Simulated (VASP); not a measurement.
Set up this calculation in VASP 6.6.1, as the native input.

| Item | Value |
| --- | --- |
| Task | single point |
| Functional | SCAN |
| Potentials or basis | VASP PAW PBE potentials, release 64 (La, O) |
| Cutoff | 520 eV |
| k mesh | 8 × 8 × 5 |
| Occupations | gaussian, width 0.05 eV |
| Spin | no spin polarisation |
| Further INCAR settings | ALGO = Normal; EDIFF = 1e-06 |

The structure of La2O3 lies in POSCAR:

```
La2O3
1.0
    3.9380000000      0.0000000000      0.0000000000
   -1.9690000000      3.4104080401      0.0000000000
    0.0000000000      0.0000000000      6.1360000000
La O
2 3
Direct
    0.3333333333      0.6666666667      0.2454000000
    0.6666666667      0.3333333333      0.7546000000
    0.3333333333      0.6666666667      0.6471000000
    0.6666666667      0.3333333333      0.3529000000
    0.0000000000      0.0000000000      0.0000000000
```

The cell was built by a generator and needn't be a form met in nature.

These files were run (other wordings do the same):

INCAR

```
SYSTEM = La2O3
  ALGO = Normal
  EDIFF = 1E-6
  ENCUT = 520
  ISIF = 2
  ISMEAR = 0
  LASPH = .True.
  LCHARG = .True.
  LELF = .True.
  LMIXTAU = .True.
  LREAL = .False.
  LVHAR = .True.
  LWAVE = .False.
  METAGGA = SCAN
  NELM = 100
  PREC = Accurate
  SIGMA = 0.05
```

KPOINTS

```
k-points
0
Gamma
  8 8 5
  0 0 0
```

Potentials or basis: VASP PAW PBE potentials, release 64 (La, O).

Command:

```sh
$ cat potpaw_PBE.64/La/POTCAR potpaw_PBE.64/O/POTCAR > POTCAR
$ mpirun -np 1 vasp_std > vasp.out
```

Results of the run:

| Item | Value |
| --- | --- |
| Pressure | -1.7 GPa |
| Largest force | 0.187 eV/Å |
| Band gap on the k mesh | 4.31 eV, indirect (least direct gap 4.46 eV) |

Caveat: the PAW data sets were made with another functional, which shifts forces and pressure a little; spin-orbit coupling is left out, which moves the levels of the heavy elements; an odd mesh through Γ misses points on the zone boundary, where band edges often lie.

Wall time 5.9 min on 1 thread of Intel(R) Xeon(R) Platinum 8488C (Sapphire Rapids) (shared host), peak memory 0.26 GiB.
